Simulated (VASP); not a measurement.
Write the native input for VASP 6.6.1 that does the following.

```yaml
Task: band structure
Functional: PBE
Potentials_or_basis: VASP PAW PBE potentials, release 64 (Al, As)
Cutoff: 520 eV
k_mesh: 8 × 8 × 8
Occupations: gaussian, width 0.03 eV
Spin: no spin polarisation
Further_INCAR_settings: ALGO = Fast; EDIFF = 1e-07; NBANDS = 11
```

The structure of AlAs lies in POSCAR:

```
AlAs                                    
1.0
    0.0000000000      2.8408844733      2.8408844733
    2.8408844733      0.0000000000      2.8408844733
    2.8408844733      2.8408844733      0.0000000000
  Al              As            
     1     1
Direct
     0.0000000000000000    0.0000000000000000    0.0000000000000000
     0.2500000000000000    0.2500000000000000    0.2500000000000000
```

These files were run (other wordings do the same):

INCAR

```
ALGO = Fast
EDIFF = 1E-7
ENCUT = 520
GGA = PE
ISIF = 2
ISMEAR = 0
LASPH = T
LCHARG = F
LREAL = F
LWAVE = F
NBANDS = 11
NELM = 80
PREC = Accurate
SIGMA = 0.03
```

KPOINTS

```
k-points
0
Gamma
  8 8 8
```

KPOINTS_OPT

```
explicit points
252
Reciprocal
 0.0000000000  0.0000000000  0.0000000000 1
 0.0357142857  0.0000000000  0.0357142857 1
 0.0714285714  0.0000000000  0.0714285714 1
 0.1071428571  0.0000000000  0.1071428571 1
 0.1428571429  0.0000000000  0.1428571429 1
 0.1785714286  0.0000000000  0.1785714286 1
[... 244 lines left out ...]
 0.5111486200  0.0222972300  0.5111486200 1
 0.4888513800 -0.0222972300  0.4888513800 1
```

Potentials or basis: VASP PAW PBE potentials, release 64 (Al, As).

Launch:

```bash
$ cat potpaw_PBE.64/Al/POTCAR potpaw_PBE.64/As/POTCAR > POTCAR
$ mpirun -np 1 vasp_std > vasp.out
```

Results of the run:

- Pressure: 1.9 GPa
- Band gap on the k mesh: 1.45 eV, indirect (least direct gap 1.97 eV)
- Band gap along the path: 1.45 eV, indirect (least direct gap 1.97 eV)

Run time: 49 s on 1 thread of AMD EPYC 9R45 (Zen 5), with other jobs on the host, peak memory 0.15 GiB.
